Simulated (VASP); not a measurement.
# PbS, self-consistent run: which settings are enough?

PbS, I4mm (no. 107), 2 atoms in the cell. RSCAN; PAW potentials Pb_d, S (PBE set). VASP 6.6.1. The cell is changed on purpose: last atom moved by 0.04 Å along z, cell strained by -1.0% along z.

Wanted: energy within 2 meV/atom; forces within 0.01 eV/Å.

What the run is for: forces; Accuracy asked: standard.

POSCAR:
```
PbS
1.0
    0.0000000000      2.9657500000      2.9360925000
    2.9657500000      0.0000000000      2.9360925000
    2.9657500000      2.9657500000      0.0000000000
Pb S
1 1
Direct
    0.0000000000      0.0000000000      0.0000000000
    0.5067436600      0.5067436600      0.4932563400
```

The series start from Plane-wave cutoff (eV): 340; k-point mesh: 7 × 7 × 7; Precision mode (PREC): Accurate; Electronic threshold (eV): 1e-6; Bands in all (NBANDS): 20; Aspherical gradient terms in the spheres (LASPH): yes; Electronic algorithm: ALGO=Normal; Placing of the Fermi level (EFERMI): EFERMI=MIDGAP; Support grid and gradient cutoff: ADDGRID=False GGA_COMPAT=False. Each series keeps the choices made before it, and each single choice may use up half of a tolerance.

## Plane-wave cutoff (eV)

| Plane-wave cutoff (eV) | Energy less reference (meV/atom) | Forces, largest deviation (eV/Å) | SCF iterations | Time (s) |
|---|---|---|---|---|
| 210 | 27.6 | 0.006 | 22 | 43 |
| 260 | -1.7 | 0.000 | 17 | 36 |
| 300 | -0.3 | 0.000 | 23 | 46 |
| 340 | 1.2 | 0.000 | 18 | 82 |
| 390 | 0.9 | 0.000 | 18 | 88 |
| 460 | 0.5 | 0.000 | 17 | 125 |
| 550 | 0.3 | 0.000 | 17 | 93 |
| 690 (reference) | 0.0 | 0.000 | 17 | 144 |

Chosen: 390, the loosest value from which every tighter one stays within half of the tolerance.

## k-point mesh

| k-point mesh | Energy less reference (meV/atom) | Forces, largest deviation (eV/Å) | SCF iterations | Time (s) |
|---|---|---|---|---|
| 2 × 2 × 2 | 669.6 | 0.447 | 27 | 26 |
| 3 × 3 × 3 | -52.4 | 0.012 | 20 | 22 |
| 4 × 4 × 4 | 6.7 | 0.034 | 18 | 34 |
| 5 × 5 × 5 | -5.2 | 0.004 | 20 | 47 |
| 7 × 7 × 7 | -0.8 | 0.001 | 18 | 88 |
| 8 × 8 × 8 | -0.2 | 0.002 | 18 | 131 |
| 10 × 10 × 10 | 0.0 | 0.001 | 17 | 193 |
| 13 × 13 × 13 (reference) | 0.0 | 0.000 | 17 | 365 |

Chosen: 7 × 7 × 7.

## Precision mode (PREC)

| Precision mode (PREC) | Energy less reference (meV/atom) | Forces, largest deviation (eV/Å) | SCF iterations | Time (s) |
|---|---|---|---|---|
| SingleN | -4.4 | 0.017 | 17 | 40 |
| Normal | 0.1 | 0.000 | 18 | 46 |
| Single | -0.4 | 0.003 | 18 | 87 |
| Accurate (reference) | 0.0 | 0.000 | 18 | 88 |

Chosen: Normal.

## Electronic threshold (eV)

| Electronic threshold (eV) | Energy less reference (meV/atom) | Forces, largest deviation (eV/Å) | SCF iterations | Time (s) |
|---|---|---|---|---|
| 0.001 | 0.0 | 0.000 | 14 | 32 |
| 0.0001 | 0.0 | 0.000 | 14 | 31 |
| 1e-5 | 0.0 | 0.000 | 17 | 39 |
| 1e-6 | 0.0 | 0.000 | 18 | 46 |
| 1e-7 (reference) | 0.0 | 0.000 | 22 | 49 |

Chosen: 0.001.

## Bands in all (NBANDS)

| Bands in all (NBANDS) | Energy less reference (meV/atom) | Forces, largest deviation (eV/Å) | SCF iterations | Time (s) |
|---|---|---|---|---|
| 11 | 0.2 | 0.001 | 14 | 21 |
| 12 | 0.3 | 0.001 | 14 | 22 |
| 14 | 0.4 | 0.001 | 14 | 24 |
| 16 | 0.1 | 0.000 | 14 | 26 |
| 20 | 0.0 | 0.000 | 14 | 32 |
| 30 (reference) | 0.0 | 0.000 | 14 | 46 |

Chosen: 11.

## Aspherical gradient terms in the spheres (LASPH)

| Aspherical gradient terms in the spheres (LASPH) | Energy less reference (meV/atom) | Forces, largest deviation (eV/Å) | SCF iterations | Time (s) |
|---|---|---|---|---|
| no | 0.1 | 0.002 | 14 | 16 |
| yes (reference) | 0.0 | 0.000 | 14 | 21 |

Chosen: no.

## Electronic algorithm

| Electronic algorithm | Energy less reference (meV/atom) | Forces, largest deviation (eV/Å) | SCF iterations | Time (s) |
|---|---|---|---|---|
| ALGO=Normal | 0.0 | 0.000 | 14 | 16 |
| ALGO=Fast | 0.2 | 0.003 | 14 | 21 |
| ALGO=VeryFast | 45.3 | 0.016 | 26 | 35 |
| ALGO=All ISEARCH=1 | 0.0 | 0.003 | 12 | 15 |
| ALGO=All ISEARCH=0 | 0.0 | 0.003 | 12 | 16 |
| ALGO=Damped TIME=0.4 | -0.1 | 0.001 | 18 | 20 |
| ALGO=Damped TIME=0.1 | 0.2 | 0.001 | 28 | 30 |

Chosen: ALGO=Normal; no other choice that stays within half of the tolerance saves 30 % of the time.

## Placing of the Fermi level (EFERMI)

| Placing of the Fermi level (EFERMI) | Energy less reference (meV/atom) | Forces, largest deviation (eV/Å) | SCF iterations | Time (s) |
|---|---|---|---|---|
| EFERMI=MIDGAP | 0.0 | 0.000 | 14 | 16 |
| EFERMI=LEGACY | 0.0 | 0.000 | 14 | 18 |

Chosen: EFERMI=MIDGAP.

## Support grid and gradient cutoff

| Support grid and gradient cutoff | Energy less reference (meV/atom) | Forces, largest deviation (eV/Å) | SCF iterations | Time (s) |
|---|---|---|---|---|
| ADDGRID=False GGA_COMPAT=False | 0.0 | 0.000 | 14 | 16 |
| ADDGRID=True GGA_COMPAT=False | 0.0 | 0.000 | 14 | 20 |
| ADDGRID=False GGA_COMPAT=True | -0.1 | 0.000 | 14 | 17 |

Chosen: ADDGRID=False GGA_COMPAT=False.

## All choices together

| Input | Energy less reference (meV/atom) | Forces, largest deviation (eV/Å) | Time (s) |
|---|---|---|---|
| the program's defaults (naive) | 4.1 | 0.033 | 3.0 |
| chosen settings | 0.5 | 0.000 | 16 |
| reference settings throughout | 0.0 | 0.000 | 1010 |

The tolerance is met.

Values of the reference run: Forces: 0, 0, 0.0302, 0, 0, -0.0302 eV/Å.

## The input

INCAR:
```
  METAGGA = RSCAN
  ISMEAR = 0
  SIGMA = 0.03
  LWAVE = False
  LCHARG = False
  ISIF = 2
  PREC = Normal
  LASPH = False
  LREAL = False
  ALGO = Normal
  EDIFF = 0.001
  NELM = 120
  GGA_COMPAT = False
  ENCUT = 390
  EFERMI = MIDGAP
  LMIXTAU = True
  NBANDS = 11
  ADDGRID = False
```

KPOINTS:
```
Automatic mesh
0
Gamma
  7 7 7
  0 0 0
```

Commands:
```
cat potpaw_PBE.64/Pb_d/POTCAR potpaw_PBE.64/S/POTCAR > POTCAR
mpirun -np 1 vasp_std > vasp.out
```

The chosen input took VASP 6.6.1 16 s on 1 core (Intel Xeon Platinum 8488C (Sapphire Rapids)), a shared host.

## An input that fails: cutoff far too low

It runs to its end, but against the unchanged starting input it is off by 1.06e5 meV/atom in the energy, 0.171 eV/Å in the forces.

Changes against the starting input:
```
- NELM = 120
- ENCUT = 340
+ NELM = 89
+ ENCUT = 90
```
